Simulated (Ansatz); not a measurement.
SiO2 — ¹⁷O NMR of the central transition

Cell: a computed structure from the Materials Project (it need not be an observed phase), taken as it stands.

Space group Cmce (No. 64); a = 9.0163, b = 10.2546, c = 8.9927 Å.

```csv
site,Wyckoff,site symmetry,x,y,z
Si,16g,1,0.1731,0.8662,0.9095
O9,8d,2..,0.8078,0.0000,0.0000
O10,8e,.2.,0.7500,0.1179,0.2500
O12,8f,m..,0.5000,0.1669,0.3870
O17,8c,-1,0.2500,0.2500,0.0000
```

One atom of each set is listed; the run and its k-mesh use a cell of 24 atoms with edges of 6.83, 6.83, 8.99 Å.

Level of theory: DFT, r2SCAN, plane waves and PAW, scalar-relativistic, 500 eV cutoff, Γ-centred 3×3×3 k-points, Fermi–Dirac smearing 0.02 eV (Ansatz 0.2.0).

¹⁷O has I = 5/2 and Q = -25.58 mb (Pyykkö 2018); at 18.8 T its Larmor frequency is ν₀ = 108.6 MHz. Only the quadrupole interaction is simulated: positions count from each site's isotropic chemical shift, and J coupling is left out, as are shift anisotropy and dipolar coupling, which fast spinning averages.

(1) Give C_Q, η, the quadrupolar product P_Q = |C_Q|(1 + η²/3)^½, the second-order isotropic shift and the breadth of the pattern (fast magic-angle spinning) for each O site.

Answers

(1) 

```
site                 first shell  C_Q (MHz)     η  P_Q (MHz)  δ_QIS (ppm)  breadth (kHz)
  O9  2 Si at 1.60 Å, angle 168°      -6.15  0.04       6.15        -19.3           4.54
 O10  2 Si at 1.60 Å, angle 168°      -6.22  0.03       6.22        -19.7           4.64
 O12  2 Si at 1.61 Å, angle 152°      -5.86  0.12       5.87        -17.5           4.23
 O17  2 Si at 1.60 Å, angle 180°      -6.29  0.02       6.29        -20.2           4.72
```

δ_QIS = −(ν_Q²/30ν₀²)[I(I+1) − 3/4](1 + η²/3) × 10⁶ ppm with ν_Q = 3|C_Q|/[2I(2I−1)]; it falls as 1/B₀² in ppm, and the breadth as 1/B₀ in kHz.

At O9, O10 and O17 V_zz points along the line of its two bonds (within 1°) in each case. At O12 V_zz runs parallel to the line that joins its two neighbours (within 1°).
